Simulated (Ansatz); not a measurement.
## NiO: equation of state with BPBE

Crystal: NiO.

```
CELL_PARAMETERS angstrom
0.00000 2.08590 2.08590
2.08590 0.00000 2.08590
2.08590 2.08590 0.00000
ATOMIC_POSITIONS crystal
Ni 0.00000 0.00000 0.00000
O 0.50000 0.50000 0.50000
```

```
Program             : Ansatz 0.2.0
Task                : equation of state
Functional          : BPBE
Potentials or basis : Ansatz PAW
Cutoff              : 420 eV
Density cutoff      : 1680 eV
k mesh              : 11 × 11 × 11
Occupations         : fermi-dirac, width 0.05 eV
Spin                : collinear spin, ferromagnetic start
Starting moments    : [1.0, 0.0] μB
```

The equilibrium volume is 9.35 Å³/atom and the bulk modulus is 168 GPa. The pressure derivative of the bulk modulus is 3.2 (rough: it moves with the points fitted).

Energy against volume, from the lowest point:
```tsv
volume (Å³/atom)	energy (meV/atom)
8.531	42.85
8.713	25.03
8.894	12.44
9.076	4.21
9.257	0.18
9.439	0.00
9.620	3.50
```

All runs of the series together: 16 s on 2 threads of Arm Neoverse V2, with other jobs on the host.

Caveat: the potentials were made for another functional, which shifts forces and pressure. Zero-point motion and thermal expansion aren't in these numbers.
